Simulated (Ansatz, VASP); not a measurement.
**One calculation of WS2 (Tungstenite), two programs**

File INCAR:

```
PREC = Accurate ; ENCUT = 520
EDIFF = 1E-6 ; ISMEAR = -1
SIGMA = 0.05 ; LREAL = False
LASPH = True ; NELM = 100
ALGO = Normal ; ISIF = 2
LWAVE = False ; LCHARG = False
GGA = RP ; NBANDS = 35
```

Contents of KPOINTS:

```
Automatic mesh
0
Gamma
  10 10 3
```

Contents of POSCAR:

```
WS2
1.0
    3.1150838257      0.0000000000      0.0000000000
   -1.5575419129      2.6977417280      0.0000000000
    0.0000000000      0.0000000000     12.2448263589
W S
2 4
Direct
    0.6666666667      0.3333333333      0.7500000000
    0.3333333333      0.6666666667      0.2500000000
    0.6666666667      0.3333333333      0.3750000000
    0.3333333333      0.6666666667      0.8750000000
    0.6666666667      0.3333333333      0.1250000000
    0.3333333333      0.6666666667      0.6250000000
```

The input input.yaml:

```yaml
crystal:
  lattice:
    - [3.1150838257, 0.0, 0.0]
    - [-1.5575419129, 2.697741728, 0.0]
    - [0.0, 0.0, 12.2448263589]
  atoms:
    - { symbol: W, position: [0.6666666667, 0.3333333333, 0.75] }
    - { symbol: W, position: [0.3333333333, 0.6666666667, 0.25] }
    - { symbol: S, position: [0.6666666667, 0.3333333333, 0.375] }
    - { symbol: S, position: [0.3333333333, 0.6666666667, 0.875] }
    - { symbol: S, position: [0.6666666667, 0.3333333333, 0.125] }
    - { symbol: S, position: [0.3333333333, 0.6666666667, 0.625] }
hamiltonian:
  xc: rpbe
  pseudopotentials: { kind: paw }
kpoints:
  mp_grid: { grid: [10, 10, 3] }
scf:
  occupations: { method: fermi_dirac, width: 0.05 }
output:
  forces: true
  stress: true
  eigenvalues: true
  write_density: true
  write_potential: true
  elf: true
  volumetric_format: npy
```

Alike in both runs: task single point; functional RPBE; k mesh 10 × 10 × 3; occupations fermi-dirac, width 0.05 eV; no spin polarisation.

```csv
,VASP,Ansatz
version,VASP 6.6.1,Ansatz 0.2.0
potentials or method,"VASP PAW PBE potentials, release 64 (W_sv, S)",Ansatz PAW
plane-wave cutoff (eV),520,420
valence electrons in the cell,52,52
```

```tsv
	VASP	Ansatz	Ansatz less VASP
gap on the k mesh at the Fermi level (eV)	1.13	1.11	-0.018
least direct gap on the mesh (eV)	2.26	2.26	-0.002
pressure (GPa)	16.6	16.8	+0.15
largest component of the traceless stress (GPa)	2.02	2.05	+0.023
rms of the force components (eV/Å)	0.657	0.663	+0.0054
```

Atom by atom the forces differ by 0.005 eV/Å (rms over components). With one functional, cell and mesh, what is left measures potentials, basis and numerics.

Caveats: spin-orbit coupling is left out, which moves the levels of the heavy elements; this functional lacks dispersion, which binds the layers, so the pressure and a relaxed spacing across them are unreliable; so large a pressure means that the cell lies far from this level's equilibrium, or that cutoff or potentials fall short (VASP); the potentials were made for another functional, which shifts forces and pressure (VASP); an odd mesh through Γ misses points on the zone boundary, where band edges often lie (VASP); odd divisions of the mesh miss points on the zone boundary, where band edges often lie, so the gap on the mesh can be too wide (Ansatz); the PAW data sets come from PBE, with cores solved anew for the run's functional, which leaves a small shift of forces and pressure (Ansatz). As with any semilocal functional, this RPBE gap is likely too small.
